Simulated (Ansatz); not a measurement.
# Si: the order of phases at one pressure

Which of fcc, bcc, hcp, beta tin, sc, graphite has the lowest enthalpy for Si at one common pressure? The runs shown use LAPW. Companion runs by PAW are cited.

Program: Ansatz 0.2.0. Level of theory: DFT, PBE, all-electron LAPW, scalar-relativistic. These are calculated values, not measurements.

## Step 1: The structure to begin with

It takes space group Fm-3m (No. 225, cubic). The conventional cell has a = 3.468 Å, b = 3.468 Å, c = 3.468 Å, α = 90.00°, β = 90.00°, γ = 90.00°. Around Si (site symmetry m-3m) lie 12 Si at 2.45 Å.

As a file:

```cif
data_structure
_symmetry_space_group_name_H-M 'Fm-3m'
_symmetry_Int_Tables_number 225
_cell_length_a 3.4679
_cell_length_b 3.4679
_cell_length_c 3.4679
_cell_angle_alpha 90.000
_cell_angle_beta 90.000
_cell_angle_gamma 90.000
_cell_volume 41.71
loop_
_atom_site_label
_atom_site_type_symbol
_atom_site_symmetry_multiplicity
_atom_site_Wyckoff_symbol
_atom_site_fract_x
_atom_site_fract_y
_atom_site_fract_z
_atom_site_occupancy
Si1 Si 4 a 0.00000 0.00000 0.00000 1
```

The file gives the conventional cell by its symmetry; the runs use the cell typed in the input.

## Step 2: Fcc relaxed under pressure, LAPW

Contents of input.yaml:

```yaml
crystal:
  lattice:
    - [0.0, 1.7339375619, 1.7339375619]
    - [1.7339375619, 0.0, 1.7339375619]
    - [1.7339375619, 1.7339375619, 0.0]
  atoms:
    - { symbol: Si, position: [0.0, 0.0, 0.0] }
kpoints:
  mp_grid: { grid: [18, 18, 18] }
scf:
  occupations: { method: fermi_dirac, width: 0.1 }
hamiltonian:
  xc: pbe
  pseudopotentials: { kind: all_electron, lapw: { basis_error: 0.0005 } }
output:
  forces: true
  stress: true
  eigenvalues: true
relax:
  f_tol: 0.005
  max_steps: 12
  cell: { p_target: 55.0, stress_tol: 0.03 }
```

Run with:

```bash
> ansatz run input.yaml --threads 1 --pin off --max-ram 3584MiB --backend cpu --events-out ev --progress --plain --runs-dir out
```

Output (excerpt; [...] marks lines left out):

```text
[...]
LAPW: plane waves up to 7.851 Å⁻¹, error target 5.0e-4 eV per atom; small_component_spin mean_spin; Si in spheres of 1.189 Å, 12 of its electrons in bands, Dirac shells []
[...]
Pseudopotentials: kind: all_electron
Pseudopotential: Si, LAPW, valence charge 12, Koelling and Harmon's equation, gaussian nucleus
Functional definition: PBE
[...]
Crystal: 1 atoms, lattice volume = 10.426 Å³
Basis set: ecut = 234.8522781136498 eV, 65 PW (Γ), exchange–correlation at level 2
Bands: 10, of which v1, the nominal top of the filled ones, is band 6 counted from 1 (5 counted from 0)
Symmetry: 48 space group operations
Space group: Fm-3m (ITA 225), of the structure as read, at distance tolerance 2.2e-5 Å
k-points: 195 of 5832
[...]
SCF iter   1: F=—  HF=-7891.253185 eV  |F-HF|=—  |Δ(HF+E_count)|=         —  Δρ=1.93e-2  dr2=1.71e-2  ethr=1.41e-4  ⟨swp⟩=3.1  Hψ=14896  notcnv=0
[...]
relax step   1: F+E_penalty+E_count = -7891.21810095 eV  Δ(F+E_penalty+E_count) = +0.000e0 eV  max|allowed force component| = 0.000e0 eV/Å  Δτ_max = 0.0000 Å  P = +55.067 GPa  Ω = 10.426 Å³  (5 SCF iters, accepted)
[...]
relax step   2: F+E_penalty+E_count = -7891.21861064 eV  Δ(F+E_penalty+E_count) = -5.097e-4 eV  max|allowed force component| = 0.000e0 eV/Å  Δτ_max = 0.0000 Å  P = +55.026 GPa  Ω = 10.428 Å³  (2 SCF iters, accepted)
[...]
relax step   3: F+E_penalty+E_count = -7891.21861064 eV  Δ(F+E_penalty+E_count) = -9.513e-10 eV  max|allowed force component| = 0.000e0 eV/Å  Δτ_max = 0.0000 Å  P = +55.026 GPa  Ω = 10.428 Å³  stress off target by 2.62e-2 GPa  SCF on the basis re-selected at this cell (its energy is not [...]
SCF converged after 2 iterations
Free energy (F): -7891.218611 eV
[...]
E sigma→0 (E₀):  -7891.212791 eV
Entropy (-TS):   -0.011639 eV (-11.639 meV/atom)
Fermi energy:    18.365502 eV
[...]
--- Forces (eV/Å), atoms counted from 1 ---
  atom   1  Si     0.00000000    -0.00000000     0.00000000
[...]
--- Stress (GPa, compression-positive) ---
       55.026164       0.000000       0.000000
        0.000000      55.026164       0.000000
        0.000000       0.000000      55.026164
  P = ⅓ Tr σ = 55.0262 GPa (550.262 kbar)
--- Band table (eV; the first three rows and the last of 195) ---
  k-point 0: bands = ["-116.4837", "-72.5056", "-72.5056", "-72.5056", "0.4009", "31.5105", "31.5105", "31.5105", "33.9597", "33.9597"]
[...]
--- Relaxed structure (2 steps of the walk, 2 accepted, 1 SCFs on fresh bases) ---
  F+E_penalty+E_count = -7891.21861064 eV   max|allowed force component| = 0.000e0 eV/Å   (the final SCF, on the basis selected at the relaxed cell)
  cell:  # Å, volume = 10.4278 Å³
    - [1.528611609868677e-34, 1.7340197940408335, 1.7340197940408335]
    - [1.7340197940408335, -1.019074406579118e-34, 1.7340197940408335]
    - [1.7340197940408335, 1.7340197940408335, 5.095372032895588e-35]
  atoms:
    - { symbol: Si, position: [0.0, 0.0, 0.0] }
```

It took 9.5 s on 1 thread of Intel Xeon Platinum 8488C (Sapphire Rapids), shared host; peak memory 0.31 GiB.

Relaxation path:

```
step  energy from step 1 (eV/cell)  largest force component (eV/Å)  pressure (GPa)  volume (Å³)
   1                        0.0000                          0.0000           55.07        10.43
   2                       -0.0005                          0.0000           55.03        10.43
   3                       -0.0005                          0.0000           55.03        10.43
```

Step 1 is the start. Step 3 repeats the geometry before on a plane-wave basis chosen anew for that cell, so the energy can jump there without any move; the table keeps such jumps.

| input's cell | before | after | change |
| --- | --- | --- | --- |
| a (Å) | 2.452 | 2.452 | +0.0 % |
| b (Å) | 2.452 | 2.452 | +0.0 % |
| c (Å) | 2.452 | 2.452 | +0.0 % |
| volume (Å³/atom) | 10.43 | 10.43 | +0.0 % |

Result: pressure 55.03 GPa; no gap.

## Step 3: Bcc relaxed under pressure, LAPW

Changes to input.yaml since step 2:

```diff
@@ -2,5 +2,5 @@
   lattice:
-    - [0.0, 1.7339375619, 1.7339375619]
-    - [1.7339375619, 0.0, 1.7339375619]
-    - [1.7339375619, 1.7339375619, 0.0]
+    - [-1.3911211995, 1.3911211995, 1.3911211995]
+    - [1.3911211995, -1.3911211995, 1.3911211995]
+    - [1.3911211995, 1.3911211995, -1.3911211995]
   atoms:
@@ -8,3 +8,3 @@
 kpoints:
-  mp_grid: { grid: [18, 18, 18] }
+  mp_grid: { grid: [19, 19, 19] }
 scf:
```

Run with:

```bash
> ansatz run input.yaml --threads 1 --pin off --max-ram 3584MiB --backend cpu --events-out ev --progress --plain --runs-dir out
```

Output:

```text
The last accepted step is kept in <dir> (removed where the run ends without a failure and the disk answers)
LAPW: plane waves up to 8.061 Å⁻¹, error target 5.0e-4 eV per atom; small_component_spin mean_spin; Si in spheres of 1.169 Å, 12 of its electrons in bands, Dirac shells []
Engine: ansatz 0.2.0
Pseudopotentials: kind: all_electron
Pseudopotential: Si, LAPW, valence charge 12, Koelling and Harmon's equation, gaussian nucleus
Functional definition: PBE
  parameter kappa = 0.804
  parameter beta = 0.06672455060314922
  exchange = pbe_x(kappa = kappa, mu = beta*pi^2/3)
  correlation = pbe_c(beta = beta)
Crystal: 1 atoms, lattice volume = 10.768 Å³
Basis set: ecut = 247.59748483082782 eV, 87 PW (Γ), exchange–correlation at level 2
Bands: 10, of which v1, the nominal top of the filled ones, is band 6 counted from 1 (5 counted from 0)
Symmetry: 48 space group operations
Space group: Im-3m (ITA 229), of the structure as read, at distance tolerance 2.2e-5 Å
k-points: 220 of 6859
Non-local potential: Si, projectors of the file, none
Initial density: superposition of atomic densities (chi_scale 0.1, normalization cell)
Initial wavefunctions: plane waves of lowest kinetic energy (no species holds an atomic orbital)
Functional: x = pbe(κ = 0.804, μ = 0.2195149727645171), c = pbe(β = 0.06672455060314922)
iter 1 solved again at ethr=8.97e-5 eV; its pass at ethr=1.00e-1 eV (dr2=1.08e-2 eV) is discarded
SCF iter   1: F=—  HF=-7891.268188 eV  |F-HF|=—  |Δ(HF+E_count)|=         —  Δρ=1.63e-2  dr2=1.08e-2  ethr=8.97e-5  ⟨swp⟩=3.3  Hψ=17077  notcnv=0
preconditioner: auto → none  [metal: Δε(μ)=0.015 eV  Ē_g=16.685 eV  σ=0.100 eV  W_gap=0.04  n_scr=0 (ndim 8)  ℏωp=22.6 eV  f_vac=0.000  D(μ)=0.41/eV (n_scr^D=0)]
SCF iter   2: F=—  HF=-7891.247783 eV  |F-HF|=—  |Δ(HF+E_count)|=   2.04e-2  Δρ=7.56e-3  dr2=2.18e-3  ethr=8.97e-5  ⟨swp⟩=2.0  Hψ=5660  notcnv=0
iter 3 solved again at ethr=1.99e-7 eV; its pass at ethr=1.82e-5 eV (dr2=2.38e-5 eV) is discarded
SCF iter   3: F=—  HF=-7891.243955 eV  |F-HF|=—  |Δ(HF+E_count)|=   3.83e-3  Δρ=7.61e-4  dr2=2.38e-5  ethr=1.99e-7  ⟨swp⟩=2.2  Hψ=10129  notcnv=0
SCF iter   4: F=—  HF=-7891.243960 eV  |F-HF|=—  |Δ(HF+E_count)|=         —  Δρ=1.75e-4  dr2=1.59e-6  ethr=1.98e-7  ⟨swp⟩=2.0  Hψ=5637  notcnv=0
the basis was enlarged: its passes take 195.6 KiB over the memory plan, 1 of 1 planned eigensolver slots
SCF iter   5: F=-7891.243960 eV  HF=-7891.243960 eV  |F-HF|=8.64e-11  |Δ(HF+E_count)|=   3.09e-7  Δρ=8.01e-7  dr2=2.64e-11  ethr=1.33e-8  ⟨swp⟩=2.0  Hψ=5637  notcnv=0
SCF 1 converged in 5 iterations: F = -7891.243960 eV  dr2 = 2.64e-11
relax step   1: F+E_penalty+E_count = -7891.24396012 eV  Δ(F+E_penalty+E_count) = +0.000e0 eV  max|allowed force component| = 0.000e0 eV/Å  Δτ_max = 0.0000 Å  P = +55.038 GPa  Ω = 10.768 Å³  (5 SCF iters, accepted)
Crystal: 1 atoms, lattice volume = 10.769 Å³
Basis set: ecut = 247.58245942789569 eV, 87 PW (Γ), exchange–correlation at level 2
Initial density: handed on by an earlier stage of this run
Initial wavefunctions: those handed on with the density
iter 1 solved again at ethr=3.37e-12 eV; its pass at ethr=1.00e-1 eV (dr2=4.04e-10 eV) is discarded
SCF iter   1: F=—  HF=-7891.244297 eV  |F-HF|=—  |Δ(HF+E_count)|=         —  Δρ=1.03e-6  dr2=4.85e-11  ethr=3.37e-12  ⟨swp⟩=5.7  Hψ=13736  notcnv=0
preconditioner: auto → none  [metal: Δε(μ)=0.051 eV  Ē_g=16.649 eV  σ=0.100 eV  W_gap=0.13  n_scr=0 (ndim 8)  ℏωp=22.6 eV  f_vac=0.000  D(μ)=0.41/eV (n_scr^D=0)]
SCF iter   2: F=-7891.244297 eV  HF=-7891.244297 eV  |F-HF|=2.18e-11  |Δ(HF+E_count)|=  5.36e-10  Δρ=5.15e-7  dr2=1.19e-11  ethr=1.00e-12  ⟨swp⟩=2.0  Hψ=5637  notcnv=0
SCF 2 converged in 2 iterations: F = -7891.244297 eV  dr2 = 1.19e-11
relax step   2: F+E_penalty+E_count = -7891.24429679 eV  Δ(F+E_penalty+E_count) = -3.367e-4 eV  max|allowed force component| = 0.000e0 eV/Å  Δτ_max = 0.0000 Å  P = +55.011 GPa  Ω = 10.769 Å³  (2 SCF iters, accepted)
iter 1 solved again at ethr=1.00e-12 eV; its pass at ethr=1.00e-1 eV (dr2=1.19e-11 eV) is discarded
SCF iter   1: F=—  HF=-7891.244297 eV  |F-HF|=—  |Δ(HF+E_count)|=         —  Δρ=5.15e-7  dr2=1.19e-11  ethr=1.00e-12  ⟨swp⟩=2.0  Hψ=11220  notcnv=0
SCF iter   2: F=-7891.244297 eV  HF=-7891.244297 eV  |F-HF|=0.00e0  |Δ(HF+E_count)|=  6.28e-10  Δρ=2.56e-7  dr2=2.88e-12  ethr=1.00e-12  ⟨swp⟩=2.0  Hψ=5637  notcnv=0
SCF 3 converged in 2 iterations: F = -7891.244297 eV  dr2 = 2.88e-12
relax step   3: F+E_penalty+E_count = -7891.24429679 eV  Δ(F+E_penalty+E_count) = -4.575e-10 eV  max|allowed force component| = 0.000e0 eV/Å  Δτ_max = 0.0000 Å  P = +55.011 GPa  Ω = 10.769 Å³  stress off target by 1.11e-2 GPa  SCF on the basis re-selected at this cell (its energy is not comparable with the rows above)  (2 SCF iters)
basis re-selected at this cell: Δ(F+E_penalty+E_count) = -4.575e-10 eV, ΔP = -0.000 GPa vs the last step (what re-selecting the basis moved, after the strain that the cell walked since its last selection, with what the two solves' SCF thresholds leave and, on support functions, any second-order correction that the steps lacked; it is no measure of the basis error at this ecutwfc). This SCF's stress stands 1.11e-2 GPa from its target on what of the cell is left free (relax.cell.stress_tol is 3.00e-2 GPa) and its largest allowed force component is 0.00e0 eV/Å (relax.f_tol is 5.00e-3 eV/Å): within both
SCF converged after 2 iterations
Free energy (F): -7891.244297 eV
Harris-Foulkes:  -7891.244297 eV  (|F-HF|=0.00e0)
Internal energy: -7891.230917 eV  (E = F + TS)
E sigma→0 (E₀):  -7891.237607 eV
Entropy (-TS):   -0.013380 eV (-13.380 meV/atom)
Fermi energy:    17.531987 eV
--- Per-component energies (eV) ---
  E_band       = -629.587724
  E_kinetic    = 7923.949192
  E_xc         = -571.671365
  E_electrostatic = -15243.508743  (all electrons and nuclei)
  E_smearing   = -0.013380  (= −TS)
  E_closure    = 0.000000  (closes the sum)
  E_atoms      = -7886.856883  (free atoms, spherical and without spin; not in F)
  Σ components = -7891.244297   (vs F -7891.244297, Δ=0.00e0)
  Basis errors (estimates in eV, not in F): energy 1.8e-4 per atom: plane waves 1.7e-4 (9.3e-5 summed), levels above the bands 4.6e-66, relativity 5.4e-9, radial functions 1.4e-5, core shells 5.7e-16; eigenvalues (radial functions only) 5.0e-6; not estimated: angular momenta, meshes, grids; target (lapw.basis_error) 5.0e-4; muffin-tin radii Si 1.169 Å
--- Forces (eV/Å), atoms counted from 1 ---
  atom   1  Si    -0.00000000     0.00000000     0.00000000
  max |Σ_I F_I| component: 9.45e-32 eV/Å
--- Stress (GPa, compression-positive) ---
       55.011093      -0.000000       0.000000
       -0.000000      55.011093       0.000000
        0.000000       0.000000      55.011093
  P = ⅓ Tr σ = 55.0111 GPa (550.111 kbar)
--- Band table (eV; the first three rows and the last of 220) ---
  k-point 0: bands = ["-117.0249", "-73.0463", "-73.0463", "-73.0463", "0.1376", "31.4404", "31.4404", "31.4404", "33.4858", "33.4858"]
  k-point 1: bands = ["-117.0248", "-73.0472", "-73.0466", "-73.0463", "0.2416", "30.1843", "30.6754", "31.0620", "33.1146", "34.0582"]
  k-point 2: bands = ["-117.0243", "-73.0497", "-73.0476", "-73.0462", "0.5535", "27.7418", "29.5017", "30.1667", "32.2526", "33.8009"]
  k-point 219: bands = ["-117.0140", "-73.0717", "-73.0716", "-73.0716", "15.9418", "16.9582", "16.9582", "18.6689", "19.4670", "22.6426"]
--- Relaxed structure (2 steps of the walk, 2 accepted, 1 SCFs on fresh bases) ---
  F+E_penalty+E_count = -7891.24429679 eV   max|allowed force component| = 0.000e0 eV/Å   (the final SCF, on the basis selected at the relaxed cell)
  cell:  # Å, volume = 10.7695 Å³
    - [-1.3911634113745361, 1.3911634113745361, 1.3911634113745361]
    - [1.3911634113745361, -1.3911634113745361, 1.3911634113745361]
    - [1.3911634113745361, 1.3911634113745361, -1.3911634113745361]
  atoms:
    - { symbol: Si, position: [0.0, 0.0, 0.0] }
```

It took 11 s on 1 thread of Intel Xeon Platinum 8488C (Sapphire Rapids), shared host; peak memory 0.33 GiB.

Relaxation path:

```
step  energy from step 1 (eV/cell)  largest force component (eV/Å)  pressure (GPa)  volume (Å³)
   1                        0.0000                          0.0000           55.04        10.77
   2                       -0.0003                          0.0000           55.01        10.77
   3                       -0.0003                          0.0000           55.01        10.77
```

Step 1 is the start. Step 3 repeats the geometry before on a plane-wave basis chosen anew for that cell, so the energy can jump there without any move; the table keeps such jumps.

| input's cell | before | after | change |
| --- | --- | --- | --- |
| a (Å) | 2.409 | 2.410 | +0.0 % |
| b (Å) | 2.409 | 2.410 | +0.0 % |
| c (Å) | 2.409 | 2.410 | +0.0 % |
| volume (Å³/atom) | 10.77 | 10.77 | +0.0 % |

This run gives: pressure 55.01 GPa; no gap.

## Step 4: Hcp relaxed under pressure, LAPW

Contents of input.yaml:

```yaml
crystal:
  lattice:
    - [2.4465905715, 0.0, 0.0]
    - [-1.2232952857, 2.1188095875, 0.0]
    - [0.0, 0.0, 4.0667550491]
  atoms:
    - { symbol: Si, position: [0.3333333333, 0.6666666667, 0.25] }
    - { symbol: Si, position: [0.6666666667, 0.3333333333, 0.75] }
kpoints:
  mp_grid: { grid: [17, 17, 9] }
scf:
  occupations: { method: fermi_dirac, width: 0.1 }
hamiltonian:
  xc: pbe
  pseudopotentials: { kind: all_electron, lapw: { basis_error: 0.0005 } }
output:
  forces: true
  stress: true
  eigenvalues: true
relax:
  f_tol: 0.005
  max_steps: 12
  cell: { p_target: 55.0, stress_tol: 0.03 }
```

Run with:

```bash
> ansatz run input.yaml --threads 1 --pin off --max-ram 3584MiB --backend cpu --events-out ev --progress --plain --runs-dir out
```

Output (excerpt; [...] marks lines left out):

```text
[...]
LAPW: plane waves up to 7.878 Å⁻¹, error target 5.0e-4 eV per atom; small_component_spin mean_spin; Si in spheres of 1.187 Å, 12 of its electrons in bands, Dirac shells []
[...]
Pseudopotentials: kind: all_electron
Pseudopotential: Si, LAPW, valence charge 12, Koelling and Harmon's equation, gaussian nucleus
Functional definition: PBE
[...]
Crystal: 2 atoms, lattice volume = 21.081 Å³
Basis set: ecut = 236.47810396639258 eV, 161 PW (Γ), exchange–correlation at level 2
Bands: 16, of which v1, the nominal top of the filled ones, is band 12 counted from 1 (11 counted from 0)
Symmetry: 24 space group operations
Space group: P63/mmc (ITA 194), of the structure as read, at distance tolerance 2.8e-5 Å
k-points: 165 of 2601
[...]
SCF iter   1: F=—  HF=-15782.625962 eV  |F-HF|=—  |Δ(HF+E_count)|=         —  Δρ=1.74e-2  dr2=2.63e-2  ethr=1.08e-4  ⟨swp⟩=3.1  Hψ=19498  notcnv=0
[...]
        0.000000      55.014755      -0.000000
       -0.000000      -0.000000      55.002759
  P = ⅓ Tr σ = 55.0108 GPa (550.108 kbar)
--- Band table (eV; the first three rows and the last of 165) ---
  k-point 0: bands = ["-116.6534", "-116.6479", "-72.7090", "-72.6783", "-72.6783", "-72.6768", "-72.6735", "-72.6735", "0.3049", "8.7156", "9.0458", "29.1608", "29.1608", "29.5870", "29.5870", "30.3437"]
[...]
--- Relaxed structure (2 steps of the walk, 2 accepted, 1 SCFs on fresh bases) ---
  F+E_penalty+E_count = -15782.56641020 eV   max|allowed force component| = 1.249e-16 eV/Å   (the final SCF, on the basis selected at the relaxed cell)
  cell:  # Å, volume = 21.0830 Å³
    - [2.446661745348361, -2.886828935619525e-11, -2.334868191257872e-32]
    - [-1.2233308726491796, 2.1188712259536873, 1.6970511576792073e-21]
    - [-3.780304844846959e-34, 3.2572494501692046e-21, 4.066812775086085]
  atoms:
    - { symbol: Si, position: [0.3333333333333334, 0.6666666666666669, 0.25] }
    - { symbol: Si, position: [0.6666666666666667, 0.3333333333333334, 0.75] }
```

It took 17 s on 1 thread of Intel Xeon Platinum 8488C (Sapphire Rapids), shared host; peak memory 0.4 GiB.

Relaxation path:

```
step  energy from step 1 (eV/cell)  largest force component (eV/Å)  pressure (GPa)  volume (Å³)
   1                        0.0000                          0.0000           55.03        21.08
   2                       -0.0005                          0.0000           55.01        21.08
   3                       -0.0005                          0.0000           55.01        21.08
```

Step 1 is the start. Step 3 repeats the geometry before on a plane-wave basis chosen anew for that cell, so the energy can jump there without any move; the table keeps such jumps.

| input's cell | before | after | change |
| --- | --- | --- | --- |
| a (Å) | 2.447 | 2.447 | +0.0 % |
| b (Å) | 2.447 | 2.447 | +0.0 % |
| c (Å) | 4.067 | 4.067 | +0.0 % |
| volume (Å³/atom) | 10.54 | 10.54 | +0.0 % |

In short: pressure 55.01 GPa; no gap.

## Step 5: Beta tin relaxed under pressure, LAPW

Contents of input.yaml:

```yaml
crystal:
  lattice:
    - [-2.209353745, 2.209353745, 1.1898705806]
    - [2.209353745, -2.209353745, 1.1898705806]
    - [2.209353745, 2.209353745, -1.1898705806]
  atoms:
    - { symbol: Si, position: [-0.375, -0.125, -0.25] }
    - { symbol: Si, position: [0.375, 0.125, 0.25] }
kpoints:
  mp_grid: { grid: [18, 18, 18] }
scf:
  occupations: { method: fermi_dirac, width: 0.1 }
hamiltonian:
  xc: pbe
  pseudopotentials: { kind: all_electron, lapw: { basis_error: 0.0005 } }
output:
  forces: true
  stress: true
  eigenvalues: true
relax:
  f_tol: 0.005
  max_steps: 12
  cell: { p_target: 55.0, stress_tol: 0.03 }
```

Run with:

```bash
> ansatz run input.yaml --threads 1 --pin off --max-ram 3584MiB --backend cpu --events-out ev --progress --plain --runs-dir out
```

Output (excerpt; [...] marks lines left out):

```text
[...]
LAPW: plane waves up to 8.694 Å⁻¹, error target 5.0e-4 eV per atom; small_component_spin mean_spin; Si in spheres of 1.110 Å, 12 of its electrons in bands, Dirac shells []
[...]
Pseudopotentials: kind: all_electron
Pseudopotential: Si, LAPW, valence charge 12, Koelling and Harmon's equation, gaussian nucleus
Functional definition: PBE
[...]
Crystal: 2 atoms, lattice volume = 23.232 Å³
Basis set: ecut = 287.9529700754035 eV, 263 PW (Γ), FFT grids on a1+a2, a2, a3, exchange–correlation at level 2
Bands: 16, of which v1, the nominal top of the filled ones, is band 12 counted from 1 (11 counted from 0)
Symmetry: 16 space group operations
Space group: I41/amd (ITA 141), of the structure as read, at distance tolerance 2.9e-5 Å
k-points: 480 of 5832
[...]
        0.000000      54.983764      -0.000000
        0.000000      -0.000000      54.991427
  P = ⅓ Tr σ = 54.9863 GPa (549.863 kbar)
--- Band table (eV; the first three rows and the last of 480) ---
  k-point 0: bands = ["-118.2646", "-118.2526", "-74.2995", "-74.2995", "-74.2896", "-74.2887", "-74.2621", "-74.2621", "-0.5589", "12.5279", "12.5279", "14.2871", "15.9826", "24.0461", "26.5491", "26.9336"]
[...]
--- Relaxed structure (2 steps of the walk, 2 accepted, 1 SCFs on fresh bases) ---
  F+E_penalty+E_count = -15782.96724054 eV   max|allowed force component| = 8.674e-19 eV/Å   (the final SCF, on the basis selected at the relaxed cell)
  cell:  # Å, volume = 23.2240 Å³
    - [-2.2090683705461016, 2.2090683705461016, 1.1897587738585247]
    - [2.2090683705461016, -2.2090683705461016, 1.1897587738585247]
    - [2.2090683705461016, 2.2090683705461016, -1.1897587738585247]
  atoms:
    - { symbol: Si, position: [-0.37500000000000006, -0.12499999999999997, -0.25000000000000006] }
    - { symbol: Si, position: [0.37500000000000006, 0.12499999999999997, 0.25000000000000006] }
```

Run time: 59 s. Hardware: 1 thread of Intel Xeon Platinum 8488C (Sapphire Rapids), shared host; peak memory 0.77 GiB.

Relaxation path:

```
step  energy from step 1 (eV/cell)  largest force component (eV/Å)  pressure (GPa)  volume (Å³)
   1                        0.0000                          0.0000           54.88        23.23
   2                        0.0028                          0.0000           54.99        23.22
   3                        0.0028                          0.0000           54.99        23.22
```

Step 1 is the start. Step 3 repeats the geometry before on a plane-wave basis chosen anew for that cell, so the energy can jump there without any move; the table keeps such jumps.

| input's cell | before | after | change |
| --- | --- | --- | --- |
| a (Å) | 3.343 | 3.343 | -0.0 % |
| b (Å) | 3.343 | 3.343 | -0.0 % |
| c (Å) | 3.343 | 3.343 | -0.0 % |
| volume (Å³/atom) | 11.62 | 11.61 | -0.0 % |

In short: pressure 54.99 GPa; no gap.

(Part 1 of 2 ends here.)
